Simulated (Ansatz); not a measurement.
Input for Ansatz (plane-wave DFT, PAW):

```yaml
crystal:
  lattice:
    - [1.5673438401, 0.904906388, 2.3684848185]
    - [-1.5673438401, 0.904906388, 2.3684848185]
    - [0.0, -1.809812776, 2.3684848186]
  atoms:
    - { symbol: Co, position: [0.0, 0.0, 0.0], spin: 2.7 }
    - { symbol: O, position: [0.5, 0.5, 0.5], spin: 0.34 }
basis:
  ecutwfc: 420
kpoints:
  mp_grid: { grid: [18, 18, 18] }
hamiltonian:
  xc: pbe
scf:
  occupations: { method: gaussian, width: 0.1 }
output:
  forces: true
  stress: true
  eigenvalues: true
  populations: true
magnetization:
  spin_polarized: true
relax:
  adjacent_minimum: "off"
  f_tol: 0.01
  max_steps: 30
  cell: { stress_tol: 0.1, fix: [volume] }
```

Launched with
```bash
ansatz run input.yaml --threads 1 --pin off --max-ram 2560MiB --backend cpu --events-out ev --progress --plain --runs-dir out
```

Level of theory: Ansatz 0.2.0, DFT PBE, scalar-relativistic, plane waves, PAW.

Part of what the program printed, abridged:

```
Pseudopotentials: kind: paw
Pseudopotential: Co, paw, valence charge 17, recommended cutoff 420 eV (normal)
Pseudopotential: O, paw, valence charge 6, recommended cutoff 420 eV (normal)
Functional definition: PBE
Crystal: 2 atoms, lattice volume = 20.155 Å³
Basis set: ecut = 420 eV, 379 PW (Γ), exchange–correlation on 40×40×40 points (8 copies of the dense FFT grid, shifted against one another)
Bands: 18, of which v1, the nominal top of the filled ones, is band 12 counted from 1 (11 counted from 0)
Symmetry: 12 space group operations
Space group: R-3m (ITA 166), of the structure as read, at distance tolerance 2.7e-5 Å
Magnetic group: BNS 166.97 (UNI 1327), of the structure as read, at distance tolerance 2.7e-5 Å
k-points: 580 of 5832
Initial density: superposition of atomic densities (chi_scale 0.1, normalization cell, long waves kept (reshape's long-wave potential 0.00 eV rms))
Starting moments: Σ|m| = 3.04 μB on 2 of 2 sites
Initial wavefunctions: pseudopotential atomic-orbital guess
Functional: x = pbe(κ = 0.804, μ = 0.21951497), c = pbe(β = 0.06672455)
SCF iter   1: F=—  HF=-5691.250565 eV  |F-HF|=—  |Δ(HF+E_count)|=         —  Δρ=1.21e-1 (↑9.62e-2 ↓1.21e-1) dr2=7.19e0  dr2_m=8.63e-2  M=2.642 μB ∫|m|=2.644 μB  β_m=0.30  ethr=3.10e-3  ⟨swp⟩=5.6  Hψ=87700  notcnv=0
Mixer restart at iter 1: flushing history
SCF iter   2: F=—  HF=-5691.052525 eV  |F-HF|=—  |Δ(HF+E_count)|=   1.98e-1  Δρ=5.25e-2 (↑3.88e-2 ↓5.25e-2) dr2=1.45e0  dr2_m=4.09e-2  M=2.714 μB ∫|m|=2.718 μB  β_m=0.39  ethr=3.10e-3  ⟨swp⟩=3.0  Hψ=51325  notcnv=0  defer=1326
SCF iter   3: F=—  HF=-5691.402211 eV  |F-HF|=—  |Δ(HF+E_count)|=   3.50e-1  Δρ=2.79e-2 (↑1.79e-2 ↓2.79e-2) dr2=9.15e-2  dr2_m=3.42e-2  M=2.810 μB ∫|m|=2.817 μB  β_m=0.54  ethr=3.10e-3  ⟨swp⟩=2.2  Hψ=36291  notcnv=0  defer=1329
SCF iter   4: F=—  HF=-5691.911862 eV  |F-HF|=—  |Δ(HF+E_count)|=         —  Δρ=3.43e-2 (↑1.12e-2 ↓3.43e-2) dr2=9.77e-2  dr2_m=7.68e-2  M=2.964 μB ∫|m|=2.976 μB  β_m=0.54  ethr=3.98e-4  ⟨swp⟩=2.0  Hψ=45045  notcnv=0  defer=1351
Mixer restart at iter 4: flushing history
SCF iter   5: F=—  HF=-5692.054699 eV  |F-HF|=—  |Δ(HF+E_count)|=   1.43e-1  Δρ=1.63e-2 (↑1.63e-2 ↓6.62e-3) dr2=3.91e-2  dr2_m=1.24e-2  M=2.934 μB ∫|m|=2.947 μB  β_m=0.54  ethr=3.98e-4  ⟨swp⟩=2.4  Hψ=40879  notcnv=0  defer=1351
SCF iter   6: F=—  HF=-5692.065524 eV  |F-HF|=—  |Δ(HF+E_count)|=   1.08e-2  Δρ=1.90e-2 (↑4.60e-3 ↓1.90e-2) dr2=4.90e-2  dr2_m=1.83e-2  M=2.985 μB ∫|m|=3.000 μB  β_m=0.44  ethr=1.70e-4  ⟨swp⟩=2.0  Hψ=49665  notcnv=0  defer=1367
SCF iter   7: F=—  HF=-5692.086266 eV  |F-HF|=—  |Δ(HF+E_count)|=   2.07e-2  Δρ=2.29e-3 (↑2.06e-3 ↓2.29e-3) dr2=3.23e-4  dr2_m=6.61e-4  M=2.981 μB ∫|m|=2.998 μB  β_m=0.56  ethr=1.70e-4  ⟨swp⟩=2.0  Hψ=35421  notcnv=0  defer=1367
SCF iter   8: F=—  HF=-5692.086149 eV  |F-HF|=—  |Δ(HF+E_count)|=   1.17e-4  Δρ=8.63e-4 (↑6.27e-4 ↓8.63e-4) dr2=8.11e-5  dr2_m=3.06e-5  M=2.983 μB ∫|m|=3.001 μB  β_m=0.66  ethr=1.40e-6  ⟨swp⟩=2.8  Hψ=41016  notcnv=0  defer=1366
SCF iter   9: F=—  HF=-5692.086329 eV  |F-HF|=—  |Δ(HF+E_count)|=   1.79e-4  Δρ=5.12e-4 (↑1.50e-4 ↓5.12e-4) dr2=2.22e-5  dr2_m=1.16e-5  M=2.983 μB ∫|m|=3.001 μB  β_m=0.83  ethr=3.53e-7  ⟨swp⟩=2.4  Hψ=34889  notcnv=0  defer=1366
SCF iter  10: F=—  HF=-5692.086467 eV  |F-HF|=—  |Δ(HF+E_count)|=   1.38e-4  Δρ=2.57e-4 (↑6.23e-5 ↓2.57e-4) dr2=4.82e-6  dr2_m=2.98e-6  M=2.984 μB ∫|m|=3.002 μB  β_m=0.92  ethr=9.65e-8  ⟨swp⟩=2.3  Hψ=35187  notcnv=0  defer=1366
SCF iter  11: F=—  HF=-5692.086479 eV  |F-HF|=—  |Δ(HF+E_count)|=   1.27e-5  Δρ=3.98e-5 (↑3.69e-5 ↓3.98e-5) dr2=7.95e-7  dr2_m=3.23e-8  M=2.984 μB ∫|m|=3.002 μB  β_m=0.94  ethr=2.10e-8  ⟨swp⟩=2.0  Hψ=34190  notcnv=0  defer=1366
SCF iter  12: F=—  HF=-5692.086480 eV  |F-HF|=—  |Δ(HF+E_count)|=   1.03e-7  Δρ=9.46e-6 (↑1.30e-6 ↓9.46e-6) dr2=7.39e-9  dr2_m=3.92e-9  M=2.984 μB ∫|m|=3.002 μB  β_m=0.97  ethr=3.45e-9  ⟨swp⟩=2.4  Hψ=28686  notcnv=0  defer=1366
SCF iter  13: F=-5692.086480 eV  HF=-5692.086480 eV  |F-HF|=3.73e-10  |Δ(HF+E_count)|=   2.45e-9  Δρ=4.36e-6 (↑4.43e-7 ↓4.36e-6) dr2=9.92e-10  dr2_m=8.11e-10  M=2.984 μB ∫|m|=3.002 μB  ethr=3.21e-11  ⟨swp⟩=6.2  Hψ=83438  notcnv=0
SCF 1 converged in 13 iterations: F = -5692.086480 eV  dr2 = 9.92e-10
relax step   1: F+E_penalty+E_count = -5692.08647950 eV  Δ(F+E_penalty+E_count) = +0.000e0 eV  max|allowed force component| = 7.363e-30 eV/Å  Δτ_max = 0.0000 Å  P = -8.731 GPa  Ω = 20.155 Å³  fix = [volume]  reactions: volume -8.731 GPa (13 SCF iters, dr2 threshold 1.00e-7 eV, accepted)
Initial density: handed on by an earlier stage of this run
Starting moments: Σ|m| = 3.04 μB on 2 of 2 sites; this step starts from the density that it was given
Initial wavefunctions: those handed on with the density
SCF iter   1: F=—  HF=-5692.086720 eV  |F-HF|=—  |Δ(HF+E_count)|=         —  Δρ=3.43e-4 (↑2.55e-4 ↓3.43e-4) dr2=1.56e-5  dr2_m=6.21e-6  M=2.985 μB ∫|m|=3.002 μB  β_m=0.65  ethr=2.77e-8  ⟨swp⟩=3.0  Hψ=128521  notcnv=0
SCF iter   2: F=—  HF=-5692.086738 eV  |F-HF|=—  |Δ(HF+E_count)|=   1.75e-5  Δρ=1.50e-4 (↑8.94e-5 ↓1.50e-4) dr2=3.08e-6  dr2_m=8.82e-7  M=2.985 μB ∫|m|=3.003 μB  β_m=0.55  ethr=2.77e-8  ⟨swp⟩=2.0  Hψ=34430  notcnv=0
SCF iter   3: F=—  HF=-5692.086740 eV  |F-HF|=—  |Δ(HF+E_count)|=   1.93e-6  Δρ=7.38e-5 (↑7.38e-5 ↓7.21e-5) dr2=1.49e-6  dr2_m=2.25e-7  M=2.985 μB ∫|m|=3.003 μB  β_m=0.52  ethr=9.77e-9  ⟨swp⟩=2.0  Hψ=34576  notcnv=0
SCF iter   4: F=—  HF=-5692.086740 eV  |F-HF|=—  |Δ(HF+E_count)|=   3.82e-7  Δρ=1.58e-5 (↑7.37e-6 ↓1.58e-5) dr2=1.46e-8  dr2_m=1.77e-8  M=2.985 μB ∫|m|=3.003 μB  β_m=0.59  ethr=4.73e-9  ⟨swp⟩=2.3  Hψ=33622  notcnv=0
SCF iter   5: F=-5692.086740 eV  HF=-5692.086740 eV  |F-HF|=1.78e-9  |Δ(HF+E_count)|=   3.63e-8  Δρ=1.28e-5 (↑2.80e-6 ↓1.28e-5) dr2=1.21e-8  dr2_m=9.73e-9  M=2.985 μB ∫|m|=3.003 μB  ethr=4.62e-11  ⟨swp⟩=1.7  Hψ=60523  notcnv=0
SCF 2 converged in 5 iterations: F = -5692.086740 eV  dr2 = 1.21e-8
relax step   2: F+E_penalty+E_count = -5692.08674026 eV  Δ(F+E_penalty+E_count) = -2.608e-4 eV  max|allowed force component| = 4.207e-30 eV/Å  Δτ_max = 0.0000 Å  P = -8.652 GPa  Ω = 20.155 Å³  energy of the carried Pulay correction = -1.960e-6 eV  fix = [volume]  reactions: volume -8.652 GPa (5 SCF iters, dr2 threshold 2.00e-7 eV, accepted)
SCF iter   1: F=—  HF=-5692.086849 eV  |F-HF|=—  |Δ(HF+E_count)|=         —  Δρ=5.05e-4 (↑3.68e-4 ↓5.05e-4) dr2=3.28e-5  dr2_m=1.34e-5  M=2.986 μB ∫|m|=3.004 μB  β_m=0.65  ethr=5.76e-8  ⟨swp⟩=3.0  Hψ=130787  notcnv=0
SCF iter   2: F=—  HF=-5692.086887 eV  |F-HF|=—  |Δ(HF+E_count)|=   3.86e-5  Δρ=2.19e-4 (↑1.33e-4 ↓2.19e-4) dr2=6.46e-6  dr2_m=1.94e-6  M=2.986 μB ∫|m|=3.004 μB  β_m=0.56  ethr=5.76e-8  ⟨swp⟩=2.0  Hψ=34440  notcnv=0
SCF iter   3: F=—  HF=-5692.086892 eV  |F-HF|=—  |Δ(HF+E_count)|=   4.54e-6  Δρ=1.09e-4 (↑1.07e-4 ↓1.09e-4) dr2=3.28e-6  dr2_m=4.83e-7  M=2.986 μB ∫|m|=3.004 μB  β_m=0.52  ethr=1.77e-8  ⟨swp⟩=2.0  Hψ=34621  notcnv=0
SCF iter   4: F=—  HF=-5692.086893 eV  |F-HF|=—  |Δ(HF+E_count)|=   8.06e-7  Δρ=2.47e-5 (↑1.04e-5 ↓2.47e-5) dr2=3.41e-8  dr2_m=4.01e-8  M=2.986 μB ∫|m|=3.004 μB  β_m=0.64  ethr=8.99e-9  ⟨swp⟩=2.0  Hψ=34411  notcnv=0
SCF iter   5: F=-5692.086893 eV  HF=-5692.086893 eV  |F-HF|=7.47e-9  |Δ(HF+E_count)|=   1.14e-7  Δρ=2.73e-5 (↑5.05e-6 ↓2.73e-5) dr2=5.30e-8  dr2_m=3.95e-8  M=2.986 μB ∫|m|=3.004 μB  ethr=9.34e-11  ⟨swp⟩=1.9  Hψ=62152  notcnv=0
SCF 3 converged in 5 iterations: F = -5692.086893 eV  dr2 = 5.30e-8
relax step   3: F+E_penalty+E_count = -5692.08689273 eV  Δ(F+E_penalty+E_count) = -1.525e-4 eV  max|allowed force component| = 1.052e-30 eV/Å  Δτ_max = 0.0000 Å  P = -8.544 GPa  Ω = 20.155 Å³  energy of the carried Pulay correction = -4.869e-6 eV  fix = [volume]  reactions: volume -8.544 GPa (5 SCF iters, dr2 threshold 2.00e-7 eV, accepted)
Initial wavefunctions: pseudopotential atomic-orbital guess (no wavefunctions were taken with the density)
SCF iter   1: F=—  HF=-5692.086932 eV  |F-HF|=—  |Δ(HF+E_count)|=         —  Δρ=3.64e-5 (↑3.64e-5 ↓3.36e-5) dr2=1.02e-7  dr2_m=1.95e-8  M=2.986 μB ∫|m|=3.004 μB  β_m=0.65  ethr=5.88e-9  ⟨swp⟩=4.0  Hψ=153080  notcnv=0
SCF iter   2: F=—  HF=-5692.086933 eV  |F-HF|=—  |Δ(HF+E_count)|=   3.07e-7  Δρ=1.76e-5 (↑1.32e-5 ↓1.76e-5) dr2=1.90e-8  dr2_m=9.28e-9  M=2.986 μB ∫|m|=3.004 μB  β_m=0.65  ethr=4.46e-10  ⟨swp⟩=2.0  Hψ=26907  notcnv=0
SCF iter   3: F=—  HF=-5692.086933 eV  |F-HF|=—  |Δ(HF+E_count)|=   7.73e-8  Δρ=8.63e-6 (↑3.62e-6 ↓8.63e-6) dr2=2.95e-9  dr2_m=4.31e-9  M=2.986 μB ∫|m|=3.004 μB  β_m=0.82  ethr=8.24e-11  ⟨swp⟩=2.0  Hψ=31295  notcnv=0
SCF iter   4: F=—  HF=-5692.086933 eV  |F-HF|=—  |Δ(HF+E_count)|=   1.15e-8  Δρ=6.85e-6 (↑3.57e-6 ↓6.85e-6) dr2=5.88e-9  dr2_m=1.79e-9  M=2.986 μB ∫|m|=3.004 μB  β_m=0.91  ethr=1.28e-11  ⟨swp⟩=2.0  Hψ=34798  notcnv=0
SCF iter   5: F=—  HF=-5692.086933 eV  |F-HF|=—  |Δ(HF+E_count)|=   6.89e-9  Δρ=4.36e-6 (↑3.12e-6 ↓4.36e-6) dr2=7.20e-9  dr2_m=1.20e-10  M=2.986 μB ∫|m|=3.004 μB  β_m=0.69  ethr=1.28e-11  ⟨swp⟩=2.0  Hψ=34805  notcnv=0
SCF iter   6: F=—  HF=-5692.086933 eV  |F-HF|=—  |Δ(HF+E_count)|=  8.17e-10  Δρ=1.07e-6 (↑6.08e-7 ↓1.07e-6) dr2=1.05e-10  dr2_m=8.32e-11  M=2.986 μB ∫|m|=3.004 μB  β_m=0.85  ethr=1.28e-11  ⟨swp⟩=2.0  Hψ=29962  notcnv=0
SCF iter   7: F=—  HF=-5692.086933 eV  |F-HF|=—  |Δ(HF+E_count)|=  2.56e-10  Δρ=3.62e-7 (↑2.24e-7 ↓3.62e-7) dr2=1.11e-11  dr2_m=1.39e-11  M=2.986 μB ∫|m|=3.004 μB  β_m=0.92  ethr=1.00e-12  ⟨swp⟩=2.5  Hψ=31521  notcnv=0
SCF iter   8: F=-5692.086933 eV  HF=-5692.086933 eV  |F-HF|=9.09e-13  |Δ(HF+E_count)|=  3.18e-11  Δρ=1.29e-7 (↑3.85e-8 ↓1.29e-7) dr2=9.67e-13  dr2_m=8.82e-13  M=2.986 μB ∫|m|=3.004 μB  ethr=1.00e-12  ⟨swp⟩=2.3  Hψ=61116  notcnv=0
SCF 4 converged in 8 iterations: F = -5692.086933 eV  dr2 = 9.67e-13
SCF converged after 8 iterations
Magnetization: 2.9862 μB (12.9931 up, 10.0069 down)
Absolute magnetization: 3.0037 μB (∫|ρ↑−ρ↓|, with the PAW one-centre terms)
Spin contamination: 0.0068 ħ² per cell (⟨S²⟩ above its minimum at these occupations)
Per-site moments (μB) at R_I (Å): [(2.54182874, 0.89183828), (0.33528117, 0.89183828)]
Free energy (F): -5692.086933 eV
Harris-Foulkes:  -5692.086933 eV  (|F-HF|=9.09e-13)
Internal energy: -5692.069910 eV  (E = F + TS)
E sigma→0 (E₀):  -5692.078421 eV
Entropy (-TS):   -0.017023 eV (-8.512 meV/atom)
Fermi energy:    13.045397 eV
--- Per-component energies (eV) ---
  E_band       = -322.352653
  E_kinetic    = 615.700279
  E_local      = -3495.213328  (includes V_loc(G=0)·N_el)
  E_nonlocal   = 513.789851
  E_hartree    = 1432.346617
  E_xc         = -228.095450
  E_vxc        = -293.075396  (∫ρ·V_xc dr)
  E_paw        = -1676.554288  (= ΣΔE_a)
  E_vpaw       = -528.249744  (= ΣTr[D̂ρ^β])
  E_aug_tail   = 0.002424  (compensation charges beyond the density's cutoff)
  E_ewald      = -2854.046016
  E_smearing   = -0.017023  (= −TS)
--- Forces (eV/Å), atoms counted from 1 ---
  atom   1  Co     0.00000000     0.00000000     0.00000000
  atom   2  O      0.00000000     0.00000000     0.00000000
--- Stress (GPa, compression-positive) ---
       -8.589414       0.000000       0.000000
        0.000000      -8.589414       0.000000
        0.000000       0.000000      -8.442339
  P = ⅓ Tr σ = -8.5404 GPa (-85.404 kbar)
--- Band table (eV; the first three rows and the last of 1160) ---
  k-point 0 ↑: bands = ["-83.8696", "-47.1672", "-47.1672", "-47.0567", "-6.8043", "9.7270", "9.7270", "9.9111", "9.9111", "9.9567", "9.9567", "10.2178", "10.3297", "13.7535", "29.5665", "30.1840", "30.1840", "32.0121"]
  k-point 1 ↑: bands = ["-83.8695", "-47.1680", "-47.1673", "-47.0570", "-6.7754", "9.3413", "9.4327", "9.5814", "9.9217", "10.0432", "10.2940", "10.3628", "10.6071", "13.9864", "28.5565", "30.0961", "30.8878", "31.7104"]
  k-point 2 ↑: bands = ["-83.8693", "-47.1701", "-47.1675", "-47.0579", "-6.6909", "8.8286", "8.8847", "9.1435", "9.9709", "10.1228", "10.3960", "10.8605", "11.0335", "14.5649", "27.2060", "29.7694", "31.0609", "31.4712"]
  k-point 579 ↓: bands = ["-80.7536", "-44.1098", "-44.1020", "-44.1020", "-4.9596", "5.9884", "8.4281", "8.4281", "13.0764", "13.0764", "13.2875", "15.7464", "15.7464", "17.9032", "23.4932", "25.7541", "25.7541", "32.7099"]
--- Relaxed structure (3 steps of the walk, 3 accepted, 1 SCFs on fresh bases) ---
  F+E_penalty+E_count = -5692.08693276 eV   max|allowed force component| = 2.104e-30 eV/Å   (the final SCF, on the basis selected at the relaxed cell)
  cell:  # Å, volume = 20.1553 Å³
    - [1.56110725, 0.90130569, 2.38744670]
    - [-1.56110725, 0.90130569, 2.38744670]
    - [0.0, -1.80261138, 2.38744670]
  atoms:
    - { symbol: Co, position: [0.0, 0.0, 0.0] }
    - { symbol: O, position: [0.49999999, 0.49999999, 0.5] }
--- Löwdin populations: 2 sites ---
  site symbol q [e]    m [muB]
     0     Co     15.8965     2.5751
     1      O      6.9803     0.4157
  spilling = 0.005358 (of n_electrons = 23.000000)
```

The relaxation met its thresholds.

It took 4.4 min on 1 thread of Intel(R) Xeon(R) Processor @ 2.50GHz (Skylake/Cascade Lake) (shared host), peak memory 0.67 GiB.

The cell holds one magnetic atom, so it can only be ferromagnetic; an antiferromagnetic order may lie lower.